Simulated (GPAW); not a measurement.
Consider BN (Qingsongite, F-43m).

```xyz
2
Lattice="0.0000 1.8075 1.8075 1.8075 0.0000 1.8075 1.8075 1.8075 0.0000" Properties=species:S:1:pos:R:3 pbc="T T T"
N     2.7113    2.7113    2.7113
B     0.0000    0.0000    0.0000
```

Absorber: atom 1, with 4 B at 1.57 Å (tetrahedral, site symmetry -43m). Method: GPAW, LDA, full core hole (charged cell), 16-atom cell with 5.1 Å between holes, 6×6×6 k points, dipole transitions, Gaussian full width 0.9 eV up to 4 eV, rising linearly to 3.5 eV at 25 eV.

Question: What does the N K edge look like?

Main maxima up to 21 eV above the zero (height): 5.2 eV (2.61), 6.9 eV (2.29), 10.1 eV (1.69) and 14.7 eV (0.89). A K edge sees empty p states; a tetrahedral site has σ* states alone, so there is no π* peak. The total-energy difference plus the lowest empty eigenvalue puts the zero at 404.64 eV. One term is added: -7.76 eV, since the hole is spin-paired here and a spin-polarised one costs that much less in the free atom (computed apart). The photon energy is then 396.88 eV. The functional and the charged cell's background leave an error in such absolute values: in the free atom LDA prices this hole 3.5 eV below PBE (computed apart), and PBE is itself good to a few eV.

The N K spectrum (energy from the lowest empty level; intensity scaled to a mean of 1 over the first 20 eV):

```csv
E (eV),intensity
-2.0,0.00
-1.5,0.00
-1.0,0.00
-0.5,0.00
0.0,0.00
0.5,0.02
1.0,0.07
1.5,0.14
2.0,0.29
2.5,0.50
3.0,0.82
3.5,1.33
4.0,1.98
4.5,2.28
5.0,2.58
5.5,2.49
6.0,2.16
6.5,2.20
7.0,2.27
7.5,1.99
8.0,1.72
8.5,1.54
9.0,1.47
9.5,1.56
10.0,1.69
10.5,1.55
11.0,1.14
11.5,0.72
12.0,0.51
12.5,0.47
13.0,0.53
13.5,0.65
14.0,0.79
14.5,0.88
15.0,0.87
15.5,0.74
16.0,0.56
16.5,0.37
17.0,0.24
17.5,0.15
18.0,0.11
18.5,0.10
19.0,0.11
19.5,0.15
20.0,0.22
20.5,0.29
21.0,0.37
21.5,0.42
22.0,0.45
```

The holes are only 5.1 Å apart, so the shape is probably not converged with cell size; no larger cell was run here. The mesh is coarse (0.25 Å⁻¹ between points), so small maxima may be mesh ripples. The structure is a published determination, not relaxed.

[Banner, clock and machine lines of the logs are left out without a mark of their own.]

[Logs are printed without paths, hosts, clocks, repeated set-up lines and the standing remarks that a program may print on its own settings, such as how far it seeks lower states.]

[Hosts, paths, dates, database ids (printed as entryN), source tags and the programs' standing remarks are cut or masked in the printed files.]

[Lists of maxima count a maximum above −3 eV only where it reaches 4 % of the highest in the window and stands out from its surroundings by 2 % of it (1.5 % where it reaches 55 %); shoulders and weaker maxima are passed over, and of the rest the first, up to two pre-edge ones and the few strongest are named.]
